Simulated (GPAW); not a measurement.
# SiO2 (Cristobalite) (P4_12_12) in GPAW: single point with PBE

Aim: the single point of SiO2 (Cristobalite) with PBE.

Program: GPAW 26.7.0. These are calculated values, not measurements. Logs are shortened: lines on timing, memory, paths and dates and some standing lists are left out, and cuts for length are marked. The log counts tension as positive stress, the text compression.

### Step 1. Starting point

The structure is tetragonal, space group P4_12_12 (No. 92). Conventional cell: a = 4.982 Å, b = 4.982 Å, c = 6.963 Å, α = 90.00°, β = 90.00°, γ = 90.00°. Si (site symmetry 2) has 4 O at 1.60 to 1.61 Å as nearest neighbours. O (site symmetry 1) is surrounded by 2 Si at 1.60 to 1.61 Å.

### Step 2. Single point, PBE

Contents of run.py:

```python
from ase import Atoms
from ase.dft.bandgap import bandgap
from ase.io import write
from ase.units import GPa
from gpaw import GPAW, PW

atoms = Atoms(['Si', 'Si', 'Si', 'Si', 'O', 'O', 'O', 'O', 'O', 'O', 'O', 'O'],
              cell=[[4.982, 0.0, 0.0],
                    [0.0, 4.982, 0.0],
                    [0.0, 0.0, 6.963]],
              scaled_positions=[[0.79897, 0.20103, 0.75],
                                [0.70103, 0.70103, 0.5],
                                [0.20103, 0.79897, 0.25],
                                [0.29897, 0.29897, 0.0],
                                [0.10347, 0.23989, 0.82187],
                                [0.26011, 0.60347, 0.07187],
                                [0.89653, 0.76011, 0.32187],
                                [0.73989, 0.39653, 0.57187],
                                [0.60347, 0.26011, 0.92813],
                                [0.76011, 0.89653, 0.67813],
                                [0.39653, 0.73989, 0.42813],
                                [0.23989, 0.10347, 0.17813]],
              pbc=True)

calc = GPAW(mode=PW(600),
            xc='PBE',
            kpts={'size': (3, 3, 2), 'gamma': True},
            occupations={'name': 'fermi-dirac', 'width': 0.05},
            nbands=56,
            maxiter=120,
            txt='gpaw.txt')
atoms.calc = calc
energy = atoms.get_potential_energy()
forces = atoms.get_forces()
stress = atoms.get_stress()
calc.write('gs.gpw')
write('result.traj', atoms)
print(f'Energy: {energy:.6f} eV')
print('Forces (eV/A):')
print(forces.round(4))
print('Stress (GPa):', (stress / GPa).round(3))
print('Fermi level:', round(calc.get_fermi_level(), 4), 'eV')
print(f'Gap: {bandgap(calc)[0]:.4f} eV, direct: {bandgap(calc, direct=True)[0]:.4f} eV')
```

Potentials or basis: GPAW PAW data sets (gpaw-data 1.2.1), pw.

Command:

```console
$ OMP_NUM_THREADS=1 python run.py
```

gpaw.txt:

```text
__  _  _
 | _ |_)|_||  |
 |__||  | ||/\| - 26.7.0

Input parameters:
  mode=PW(ecut=600.0),
  kpts=MonkhorstPack(size=(3, 3, 2), gamma=True),
  maxiter=120,
  nbands=56,
  occupations=Occupations(name='fermi-dirac', width=0.05),
  xc=XC(name='PBE')

Diagonalizing LCAO Hamiltonian
Converting LCAO to pw mode
    .-----------.
   /|           |
  / |           |
 *  |    O   O  |
 | O|           |
 |  |      Sii  |
 |  |   O  O    |
 |  | Si      O |
 |  |           |
 |  .-----------.
 | /O O        /
 |/  Si       /
 *-----------*

Atoms  # Å, Bohr magnetons
|    | symbol |        x |        y |        z |    initial magnetic moments |
|----|--------|----------|----------|----------|-----------------------------|
|  0 |     Si | 3.980469 | 1.001531 | 5.222250 | ( 0.0000,  0.0000,  0.0000) |
|  1 |     Si | 3.492531 | 3.492531 | 3.481500 | ( 0.0000,  0.0000,  0.0000) |
|  2 |     Si | 1.001531 | 3.980469 | 1.740750 | ( 0.0000,  0.0000,  0.0000) |
|  3 |     Si | 1.489469 | 1.489469 | 0.000000 | ( 0.0000,  0.0000,  0.0000) |
|  4 |      O | 0.515488 | 1.195132 | 5.722681 | ( 0.0000,  0.0000,  0.0000) |
|  5 |      O | 1.295868 | 3.006488 | 0.500431 | ( 0.0000,  0.0000,  0.0000) |
|  6 |      O | 4.466512 | 3.786868 | 2.241181 | ( 0.0000,  0.0000,  0.0000) |
|  7 |      O | 3.686132 | 1.975512 | 3.981931 | ( 0.0000,  0.0000,  0.0000) |
|  8 |      O | 3.006488 | 1.295868 | 6.462569 | ( 0.0000,  0.0000,  0.0000) |
|  9 |      O | 3.786868 | 4.466512 | 4.721819 | ( 0.0000,  0.0000,  0.0000) |
| 10 |      O | 1.975512 | 3.686132 | 2.981069 | ( 0.0000,  0.0000,  0.0000) |
| 11 |      O | 1.195132 | 0.515488 | 1.240319 | ( 0.0000,  0.0000,  0.0000) |

Unit cell  # Å
| periodic |        x |        y |        z |  lengths |    angles |
|----------|----------|----------|----------|----------|-----------|
|      yes | 4.982000 | 0.000000 | 0.000000 | 4.982000 | 90.000000 |
|      yes | 0.000000 | 4.982000 | 0.000000 | 4.982000 | 90.000000 |
|      yes | 0.000000 | 0.000000 | 6.963000 | 6.963000 | 90.000000 |

Number of symmetries: 2
Symmetry operations  # r_c * U_cc + t_c -> r_c
|   | kind |            matrix            |
|---|------|------------------------------|
| 0 |  E   |  1, 0, 0,  0, 1, 0,  0, 0, 1 |
| 1 |  C2  |  0, 1, 0,  1, 0, 0,  0, 0,-1 |

BZ-sampling:
  Number of BZ points: 18
  Number of IBZ points: 8

  Monkhorst-Pack size: [3, 3, 2]
  Monkhorst-Pack shift: [0.0, 0.0, 0.25]

K-points  # in reciprocal-cell coordinates
|   |                                coordinates |     weight |
|---|--------------------------------------------|------------|
| 0 | (  0.00000000,   0.00000000,   0.00000000) | 0.05555556 |
| 1 | (  0.00000000,   0.00000000,   0.50000000) | 0.05555556 |
| 2 | (  0.33333333,  -0.33333333,   0.00000000) | 0.11111111 |
| 3 | (  0.33333333,  -0.33333333,   0.50000000) | 0.11111111 |
| 4 | (  0.33333333,   0.00000000,   0.00000000) | 0.22222222 |
| 5 | (  0.33333333,   0.00000000,   0.50000000) | 0.22222222 |
| 6 | (  0.33333333,   0.33333333,   0.00000000) | 0.11111111 |
| 7 | (  0.33333333,   0.33333333,   0.50000000) | 0.11111111 |

Plane wave coefficients: 5786
Cutoff: 600.0 eV

Spin-components: 1 (collinear spins)
Bands:           56
Projectors:      60
Spin-degeneracy: 2
Datatype:        complex128

Parallelization:
  kpt:    1
  domain: 1
  band:   1

Density:
  Valence electrons: 64.0
  Components: 1
  Grid points: [30 30 40]
  Charge: 0.0  # |e|

Potential:
  Grid points: [30 30 40]

species:
  Si:
    name:    Silicon
    Z:       14.0
    valence: 4
    core:    10
    charge:  0.0  # [|e|]
    compensation charges:
      type: gauss
      rc: 0.33  # [Å]
      lmax: 2
    cutoffs:
      filter: 1.86  # [Å]
      core: 2.06  # [Å]
    projectors
    | kind |    occ | energy [eV] | rcut [Å] |
    |------|--------|-------------|----------|
    |   3s |  2.000 |     -10.812 |    1.058 |
    |   3p |  2.000 |      -4.081 |    1.058 |
    |    s |        |      16.399 |    1.058 |
    |    p |        |      23.130 |    1.058 |
    |    d |        |       0.000 |    1.058 |

    Using partial waves for Si as LCAO basis

  O:
    name:    Oxygen
    Z:       8.0
    valence: 6
    core:    2
    charge:  0.0  # [|e|]
    compensation charges:
      type: gauss
      rc: 0.21  # [Å]
      lmax: 2
    cutoffs:
      filter: 1.17  # [Å]
      core: 0.83  # [Å]
    projectors
    | kind |    occ | energy [eV] | rcut [Å] |
    |------|--------|-------------|----------|
    |   2s |  2.000 |     -23.961 |    0.688 |
    |   2p |  4.000 |      -9.029 |    0.598 |
    |    s |        |       3.251 |    0.688 |
    |    p |        |      18.182 |    0.598 |
    |    d |        |       0.000 |    0.619 |

    Using partial waves for O as LCAO basis

Reference energy: -47872.195410  # eV

eigensolver:
  PPCG
  Converge bands: occupied
  niter=2

density mixing:
  MSR1-Mixer
  Pratt-step length: 0.05
  Maximum mixing coefficient: 0.75
  Old densities: 10
  SVD Regularization: 0.005
  Good broyden scale: 1.0
  Trust region scale: 1.0
  Backstep threshold: 4.0
  History deletion threshold: 6.0
  Fourier metric: weight=20.0, sigma=0.015

occupation numbers:
  Fermi-Dirac:
    width: 0.0500  # eV

poisson solver:
  ecut: 4800.0  # eV

xc functional:
  name: PBE with 2 nearest neighbor stencil

convergence criteria:
- Maximum [total energy] change in last 3 cyles: 0.0005 eV / valence electron
- Maximum integral of absolute [dens]ity change: 0.0001 electrons / valence electron
- Maximum integral of absolute [eigenst]ate change: 4e-08 eV^2 / valence electron
maximum number of iterations: 120

SCF iterations
|iter     | |      energy | eigst |  dens |
|---------|-|-------------|-------|-------|
|iter:   1| | -105.671479 | +0.48 |       |
|iter:   2| | -103.233964 | -1.43 | -0.69 |
|iter:   3| |  -94.576903 | -0.69 | -0.73 |
|iter:   4| |  -94.690460 | -2.55 | -1.38 |
|iter:   5| |  -94.753219 | -3.17 | -1.66 |
|iter:   6| |  -94.753499 | -4.91 | -2.80 |
|iter:   7| |  -94.753548c| -5.66 | -3.25 |
|iter:   8| |  -94.753541c| -6.37 | -3.64 |
|iter:   9| |  -94.753541c| -7.74c| -4.20c|

Converged in 9 steps
Energy contributions relative to reference atoms: (reference = -47872.195410)

Energy contributions:
  Kinetic:         123.125353
  Coulomb:        -112.123631
  Zero:              1.008014
  External:          0.000000
  Xc:             -106.763277
  Entropy:          -0.000000
  Spinorbit:         0.000000
  ----------------------------
  Free energy:     -94.753541
  Extrapolated:    -94.753541

dipole moment: (-0.000032, -0.000032, -14.831111)  # |e|*Ang

Fermi level: 1.519
Eigenvalues  # (at kpt = [0.000, 0.000, 0.000])
| band index |      eig [eV] | occ [0-2] |
|------------|---------------|-----------|
|          0 |       -19.136 |     2.000 |
|        ... |               |           |
|         24 |        -1.440 |     2.000 |
|         25 |        -0.979 |     2.000 |
|         26 |        -0.979 |     2.000 |
|         27 |        -0.855 |     2.000 |
|         28 |        -0.313 |     2.000 |
|         29 |         0.078 |     2.000 |
[... 8 lines left out ...]
|         38 |        10.355 |     0.000 |
|         39 |        11.528 |     0.000 |
|        ... |               |           |
|         55 |        16.002 |     0.000 |

Gap: 5.783 eV
Transition (v -> c):
  (s=0, k=0, n=31, [0.00, 0.00, 0.00]) -> (s=0, k=0, n=32, [0.00, 0.00, 0.00])
No difference between direct/indirect transitions

Forces  # eV/Ang
|        x |        y |        z |
|----------|----------|----------|
|  0.09790 | -0.09789 |  0.00000 |  # Si   0
| -0.09785 | -0.09785 |  0.00000 |  # Si   1
| -0.09789 |  0.09790 | -0.00000 |  # Si   2
|  0.09781 |  0.09781 |  0.00000 |  # Si   3
|  0.22699 | -0.10432 | -0.58834 |  # O    4
|  0.10424 |  0.22710 | -0.58848 |  # O    5
| -0.22708 |  0.10430 | -0.58847 |  # O    6
| -0.10424 | -0.22702 | -0.58839 |  # O    7
|  0.22710 |  0.10424 |  0.58848 |  # O    8
|  0.10430 | -0.22708 |  0.58847 |  # O    9
| -0.22702 | -0.10424 |  0.58839 |  # O   10
| -0.10432 |  0.22699 |  0.58834 |  # O   11

Stress tensor  # eV/Ang^3
|         x |         y |         z |
|-----------|-----------|-----------|
| -0.030618 | -0.000000 | -0.000000 |
| -0.000000 | -0.030618 |  0.000000 |
| -0.000000 |  0.000000 | -0.036578 |

# Writing to gs.gpw (mode='')
```

It took 56 s on 1 thread of Arm Neoverse V1, shared host; peak memory 0.26 GiB.

Results:

- Free energy: -94.7535 eV
- Pressure: 5.2 GPa
- Largest force: 0.639 eV/Å
- Band gap on the k mesh: 5.78 eV, direct

Forces on the atoms (eV/Å):
```
Si   0.098 -0.098  0.000
Si  -0.098 -0.098  0.000
Si  -0.098  0.098  0.000
Si   0.098  0.098  0.000
O    0.227 -0.104 -0.588
O    0.104  0.227 -0.588
O   -0.227  0.104 -0.588
O   -0.104 -0.227 -0.588
O    0.227  0.104  0.588
O    0.104 -0.227  0.588
O   -0.227 -0.104  0.588
O   -0.104  0.227  0.588
```

Caveat: the k mesh is coarse (spacing up to 0.45 Å⁻¹), so the values aren't converged; the cutoff is short for stress and forces, so pressures can be off by a GPa or more; the cell was measured hot, at 340 K.
